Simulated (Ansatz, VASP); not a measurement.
Given: the input of a run of Ansatz 0.2.0 on CaS (Oldhamite).

input.yaml

```yaml
crystal:
  lattice:
    - [0.0, 2.8618283633, 2.8618283633]
    - [2.8618283633, 0.0, 2.8618283633]
    - [2.8618283633, 2.8618283633, 0.0]
  atoms:
    - { symbol: Ca, position: [0.0, 0.0, 0.0] }
    - { symbol: S, position: [0.5, 0.5, 0.5] }
hamiltonian:
  xc: pbe
  pseudopotentials: { kind: paw }
kpoints:
  mp_grid: { grid: [8, 8, 8] }
scf:
  occupations: { method: fermi_dirac, width: 0.05 }
output:
  forces: true
  stress: true
  eigenvalues: true
```

Potentials or basis: Ansatz PAW.

Command:

```sh
$ ansatz run input.yaml --threads 2 --pin off --max-ram 5120MiB --backend cpu --events-out ev --progress --plain --runs-dir out
```

Task: Set up the same calculation for VASP 6.6.1. Potentials there: VASP PAW PBE potentials, release 64 (Ca_sv, S).

Result: As run (the cutoff follows the program's own potentials):

Contents of INCAR:

```
PREC = Accurate ; ENCUT = 520
EDIFF = 1E-7 ; ISMEAR = -1
SIGMA = 0.05 ; LREAL = False
LASPH = True ; NELM = 100
ALGO = Normal ; ISIF = 2
LWAVE = False ; LCHARG = False
GGA = PE ; NBANDS = 15
```

KPOINTS

```
regular mesh
0
Gamma
  8 8 8
```

File POSCAR:

```
CaS
1.0
    0.0000000000      2.8618283633      2.8618283633
    2.8618283633      0.0000000000      2.8618283633
    2.8618283633      2.8618283633      0.0000000000
Ca S
1 1
Direct
    0.0000000000      0.0000000000      0.0000000000
    0.5000000000      0.5000000000      0.5000000000
```

Potentials or basis: VASP PAW PBE potentials, release 64 (Ca_sv, S).

Command:

```bash
$ cat potpaw_PBE.64/Ca_sv/POTCAR potpaw_PBE.64/S/POTCAR > POTCAR
$ mpirun -np 1 vasp_std > vasp.out
```

Both were run:

|  | VASP | Ansatz | Ansatz less VASP |
| --- | --- | --- | --- |
| gap on the k mesh at the Fermi level (eV) | 2.39 | 2.40 | +0.005 |
| least direct gap on the mesh (eV) | 3.19 | 3.19 | +0.005 |
| pressure (GPa) | -0.2 | -0.4 | -0.15 |

A k mesh can miss the band edges.
